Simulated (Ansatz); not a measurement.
Theory: Ansatz 0.2.0, DFT PBE, scalar-relativistic, plane waves, PAW. All cells share a 420 eV cutoff and Γ-centred k meshes spaced at most about 0.3 Å⁻¹ (about 0.25 or finer for metals, 2π included). No spin polarisation.

Temperature and zero-point effects are left out.

Two forms of Al5Cu3 were relaxed alike.

A.

```
CELL_PARAMETERS angstrom
3.91667 0.00000 0.00000
0.00000 3.91667 0.00000
0.00000 0.00000 7.53144
ATOMIC_POSITIONS crystal
Al 0.00000 0.50000 0.26623
Al 0.00000 0.50000 0.73377
Al 0.50000 0.00000 0.26623
Al 0.50000 0.00000 0.73377
Al 0.00000 0.00000 0.00000
Cu 0.00000 0.00000 0.50000
Cu 0.50000 0.50000 0.00000
Cu 0.50000 0.50000 0.50000
```

B.

```
CELL_PARAMETERS angstrom
2.81420 0.00000 0.00000
0.00000 2.81420 0.00000
0.00000 0.00000 14.41609
ATOMIC_POSITIONS crystal
Al 0.00000 0.00000 0.85457
Al 0.00000 0.00000 0.14543
Al 0.00000 0.00000 0.38155
Al 0.00000 0.00000 0.61845
Al 0.50000 0.50000 0.00000
Cu 0.50000 0.50000 0.26388
Cu 0.50000 0.50000 0.50000
Cu 0.50000 0.50000 0.73613
```

Question: Which arrangement of the elements on these sites is preferred, and by what margin?

Answer: B is lower, by 34 meV/atom. The two share one framework of sites and differ in which element sits where. A has Al and Cu ordered on fcc sites, space group P4/mmm (No. 123), 14.4 Å³/atom and no gap on its mesh; B has Al and Cu ordered on fcc sites, space group P4/mmm (No. 123), 14.3 Å³/atom and no gap. Counting all near atoms (those within 1.25 times the shortest distance at each site), A and B both have Al 12, Cu 12. In A, Al on a site of symmetry 2mm has 4 Cu at 2.63 Å, 6 Al at 2.77–2.80 Å and 2 Cu at 2.80 Å; around Al on a site of symmetry 4/mmm lie 4 Cu at 2.77 Å and 8 Al at 2.80 Å; around Cu on its first site lie 8 Al at 2.63 Å and 4 Cu at 2.77 Å; 2 more sites not described. In B, Al on a site of symmetry 4mm has 4 Cu at 2.62 Å and 8 Al at 2.81–2.89 Å; around Al on a second site of symmetry 4mm lie 8 Cu at 2.61–2.62 Å and 4 Al at 2.81 Å; around Cu on a site of symmetry 4mm lie 8 Al at 2.61–2.62 Å and 4 Cu at 2.81 Å; 2 more sites not described. Both come from invented guesses. The lowest form computed isn't among them: it has space group R-3m (No. 166), 15.4 Å³/atom and lies 69 meV/atom below the best shown.

Cells relaxed within their symmetry can be saddle points.
